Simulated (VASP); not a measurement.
# SnSe₂: relaxation with set parts of the cell free, by functional and free to move

SnSe₂, P1 (no. 1), 3 atoms in the cell.

| Functional | Free to move | Volume (Å³/atom) | Pressure in a fresh run at the final cell (GPa) | Pressure printed at the end of the relaxation (GPa) | Ionic steps, all stages | Electronic steps, all stages | Time (s) |
|---|---|---|---|---|---|---|---|
| optB86b-vdW | atoms | 26.143 | 0.63 | 0.63 | 11 | 72 | 157 |
| optB86b-vdW | atoms, shape and volume | 26.393 | 0.04 | 0.04 | 19 | 127 | 276 |
| optB86b-vdW | atoms and shape at fixed volume | 26.143 | 0.30 | 0.30 | 24 | 137 | 319 |
| optB86b-vdW | atoms and volume | 26.558 | -0.02 | -0.02 | 14 | 101 | 211 |
| optB86b-vdW | atoms and the z components of the lattice | 26.225 | 0.55 | 0.55 | 19 | 122 | 295 |
| optB86b-vdW | atoms and the x and y components of the lattice | 26.483 | -0.04 | -0.04 | 16 | 97 | 211 |
| optB86b-vdW | atoms and the y and z components of the lattice | 26.303 | 0.30 | 0.30 | 22 | 129 | 330 |
| PBE | atoms | 26.143 | 2.16 | 2.16 | 9 | 65 | 22 |
| PBE | atoms, shape and volume | 29.112 | 0.01 | 0.01 | 27 | 184 | 61 |
| PBE | atoms and shape at fixed volume | 26.143 | 1.94 | 1.94 | 22 | 134 | 46 |
| PBE | shape alone | 26.143 | 4.53 | 4.53 | 9 | 69 | 24 |
| PBE | shape and volume | 27.968 | 0.00 | 0.00 | 11 | 83 | 26 |
| PBE | volume alone | 27.943 | 0.01 | 0.01 | 7 | 63 | 20 |
| PBE | atoms and volume | 27.676 | 0.06 | 0.06 | 16 | 99 | 33 |
| PBE | atoms and the z components of the lattice | 29.023 | 0.86 | 0.86 | 21 | 153 | 51 |
| PBE | atoms and the x and y components of the lattice | 27.100 | 0.40 | 0.40 | 13 | 93 | 29 |
| PBE | atoms and the y and z components of the lattice | 28.977 | 0.43 | 0.43 | 25 | 171 | 51 |

Limits: the start was distorted on purpose (random strain, atoms moved at random), so the space group given is the start's and not the crystal's; rows 8, 9, 10, 11, 12, 13, 14, 15, 16, 17: the crystal is layered and the functional holds no dispersion, so the layer spacing and the volume aren't physical.

## Input of the first row

INCAR.step1:
```
AGGAC = 0.0
ALGO = Normal
EDIFF = 1E-6
EDIFFG = -0.01
ENCUT = 350
GGA = MK
IBRION = 2
ISIF = 2
ISMEAR = 0
ISYM = 0
KPAR = 4
LASPH = True
LCHARG = False
LREAL = False
LUSE_VDW = True
LWAVE = False
NELM = 100
NSW = 60
PARAM1 = 0.1234
PARAM2 = 1.0
POTIM = 0.5
PREC = Accurate
SIGMA = 0.05
```

INCAR.step3, as INCAR.step1 but for:
```
- EDIFFG = -0.01
- IBRION = 2
- NSW = 60
- POTIM = 0.5
+ NSW = 0
```

KPOINTS:
```
k-points
0
Gamma
  5 5 3
```

POSCAR.step1:
```
SnSe2
1.0
    3.8241700000     -0.0091760000     -0.0039350000
   -1.9200320000      3.3348910000      0.0189230000
   -0.0063360000      0.0315230000      6.1583700000
Sn Se
1 2
Direct
    0.0105920000      0.0007310000     -0.0003770000
    0.6578620000      0.3352360000      0.7514960000
    0.3315460000      0.6640320000      0.2488800000
```

POSCAR.step3:
```
SnSe2
1.0
    3.8241700000     -0.0091760000     -0.0039350000
   -1.9200320000      3.3348910000      0.0189230000
   -0.0063360000      0.0315230000      6.1583700000
Sn Se
1 2
Direct
    0.9999937570      0.0000752671      0.0000225236
    0.6681706600      0.3374138002      0.7399898985
    0.3318355830      0.6625099328      0.2599865779
```

Commands (each step's output is kept before the next begins):
```
cat potpaw_PBE.64/Sn_d/POTCAR potpaw_PBE.64/Se/POTCAR > POTCAR
cp INCAR.step1 INCAR
cp POSCAR.step1 POSCAR
mpirun -np 4 vasp_std > vasp.out
cp CONTCAR POSCAR
mpirun -np 4 vasp_std > vasp.out
cp CONTCAR POSCAR
cp INCAR.step3 INCAR
cp POSCAR.step3 POSCAR
mpirun -np 4 vasp_std > vasp.out
```

VASP 6.6.1 took 157 s on 4 cores (Intel Xeon 6975P-C (Granite Rapids)), a shared host.
